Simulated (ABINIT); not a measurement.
The system is SnO2 (Cassiterite).

```
CELL_PARAMETERS angstrom
4.73800 0.00000 0.00000
0.00000 4.73800 0.00000
0.00000 0.00000 3.18650
ATOMIC_POSITIONS crystal
Sn 0.50000 0.50000 0.50000
Sn 0.00000 0.00000 0.00000
O 0.80710 0.19290 0.50000
O 0.69290 0.69290 0.00000
O 0.19290 0.80710 0.50000
O 0.30710 0.30710 0.00000
```

* Program: ABINIT 10.8.3 (patched build)
* Task: relaxation of cell and atoms
* Functional: PBE
* Dispersion: D2
* Potentials or basis: JTH PAW PBE v2.0
* Cutoff: 626 eV
* k mesh: 3 × 3 × 4
* Occupations: fermi-dirac, width 0.05 eV
* Spin: no spin polarisation

At the start: pressure 6.7 GPa; volume 11.92 Å³/atom.

Problem. Where does the relaxation end?

Solution. Over 6 steps the energy falls by 8.7 meV/atom and the volume is 12.27 Å³/atom (+2.9 %); space group P4_2/mnm (No. 136, to 0.05 Å).

Step by step:
```
step  energy change (eV)  largest force (eV/Å)  pressure (GPa)  volume (Å³)
   1              0.0000                0.2972            6.75        71.53
   2             -0.0460                0.1331            1.96        73.02
   3             -0.0517                0.0506           -0.03        73.68
   4             -0.0520                0.0320           -0.15        73.71
   5             -0.0523                0.0010           -0.14        73.67
   6             -0.0523                0.0038           -0.04        73.63
```

Final structure:
```xyz
6
Lattice="4.7679 0.0000 0.0000 0.0000 4.7679 0.0000 0.0000 0.0000 3.2388" Properties=species:S:1:pos:R:3 pbc="T T T"
Sn    2.3839    2.3839    1.6194
Sn    0.0000    0.0000    0.0000
O     3.8430    0.9249    1.6194
O     3.3089    3.3089    0.0000
O     0.9249    3.8430    1.6194
O     1.4590    1.4590    0.0000
```

Caveat: the k mesh is coarse (spacing up to 0.49 Å⁻¹), so the values aren't converged; the atomic spheres overlap.
